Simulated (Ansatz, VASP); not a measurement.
## One calculation of Al, two programs

Contents of INCAR:

```
PREC = Accurate
ENCUT = 520
EDIFF = 1E-6
ISMEAR = -1
SIGMA = 0.1
LREAL = F
LASPH = T
NELM = 80
ALGO = Normal
ISIF = 2
LWAVE = F
LCHARG = T
GGA = PE
LELF = T
LVHAR = T
NBANDS = 10
```

KPOINTS

```
regular mesh
0
Gamma
  14 14 8
```

Contents of POSCAR:

```
Al
1.0
    2.8387111174      0.0000000000      0.0000000000
   -1.4193555587      2.4583959416      0.0000000000
    0.0000000000      0.0000000000      4.5734714128
Al
2
Direct
    0.3333333333      0.6666666667      0.2500000000
    0.6666666667      0.3333333333      0.7500000000
```

Input for Ansatz:

```yaml
crystal:
  lattice:
    - [2.8387111174, 0.0, 0.0]
    - [-1.4193555587, 2.4583959416, 0.0]
    - [0.0, 0.0, 4.5734714128]
  atoms:
    - { symbol: Al, position: [0.3333333333, 0.6666666667, 0.25] }
    - { symbol: Al, position: [0.6666666667, 0.3333333333, 0.75] }
hamiltonian:
  xc: pbe
  pseudopotentials:
    kind: paw
    azcp:
      Al: "pseudopotentials/Al.paw.azcp"
basis:
  ecutwfc: 420
  fft_grid_basis: typed
kpoints:
  mp_grid: { grid: [14, 14, 8], shift: [0, 0, 0] }
magnetization:
  spin_polarized: false
scf:
  occupations: { method: fermi_dirac, width: 0.1 }
  lower_state_search: "off"
output:
  stress: true
```

Alike in both runs: task single point; functional PBE; k mesh 14 × 14 × 8; occupations fermi-dirac, width 0.1 eV; no spin polarisation.

```csv
,VASP,Ansatz
version,VASP 6.6.1,Ansatz 0.2.0
potentials or method,"VASP PAW PBE potentials, release 64 (Al)","plane waves (420 eV) with PAW, scalar-relativistic"
plane-wave cutoff (eV),520,420
valence electrons in the cell,6,6
```

```tsv
	VASP	Ansatz	Ansatz less VASP
pressure (GPa)	3.4	3.4	+0.03
largest component of the traceless stress (GPa)	1.33	1.33	-0.001
```

The functional is the same, so the differences come from potentials, cutoffs and numerics.
